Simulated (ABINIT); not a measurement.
InP: band structure with PW91

**Experimental background.**

From a printed reference work, data compilation, for a bulk crystal of InP at 1.6 K: band gap 1.4236 eV (direct).

The system is InP.

```
In P
1.0
     0.00000    2.93050    2.93050
     2.93050    0.00000    2.93050
     2.93050    2.93050    0.00000
In P
1 1
Cartesian
  0.0000 0.0000 0.0000
  4.3957 4.3957 4.3957
```

- Program: ABINIT 10.8.3 (patched build)
- Task: band structure
- Functional: PW91
- Potentials or basis: JTH PAW PBE v2.0 sp
- Cutoff: 544 eV
- k mesh: 8 × 8 × 8
- Occupations: fermi-dirac, width 0.05 eV
- Spin: no spin polarisation
- Fine-grid cutoff: 1088.46 eV
- Exchange and correlation inside the PAW spheres: full angular mesh (pawxcdev 0, this build's default; the released program takes 1)

* Band gap on the k mesh: 0.75 eV, direct
* Valence electrons inside the program's atomic spheres: In 2.39; P 1.60

Levels at the corners of the path, in eV from the valence-band top:
```csv
point,band 1,band 2,band 3,band 4,band 5,band 6,band 7,band 8
Γ,-11.51,0.00,0.00,0.00,0.75,4.13,4.13,4.13
X,-9.37,-5.75,-2.31,-2.31,1.77,2.29,9.31,9.60
W,-9.32,-5.57,-2.98,-2.89,4.34,4.44,5.63,6.24
K,-9.40,-5.59,-3.31,-1.93,2.38,4.45,7.59,7.59
Γ,-11.51,0.00,0.00,0.00,0.75,4.13,4.13,4.13
L,-10.00,-5.71,-0.96,-0.96,1.53,4.84,4.84,7.17
U,-9.40,-5.59,-3.31,-1.93,2.38,4.45,7.59,7.59
W,-9.32,-5.57,-2.98,-2.89,4.34,4.44,5.63,6.24
L,-10.00,-5.71,-0.96,-0.96,1.53,4.84,4.84,7.17
K,-9.40,-5.59,-3.31,-1.93,2.38,4.45,7.59,7.59
```

Run time: 31 s on 1 thread of Arm Neoverse V2 (shared host), peak memory 0.13 GiB.

Measured gap of InP: 1.4236 eV (direct; 1.6 K; a printed reference work, data compilation). This calculation gives 0.75 eV (-0.67 eV). Spin-orbit coupling on In is left out. The value is that of PW91, without temperature or zero-point motion. Semilocal functionals fall short of measured gaps as a rule.

Caveat: spin-orbit coupling is left out, which moves the levels of the heavy elements; this set keeps more shells in the core, which shifts pressures and gaps.
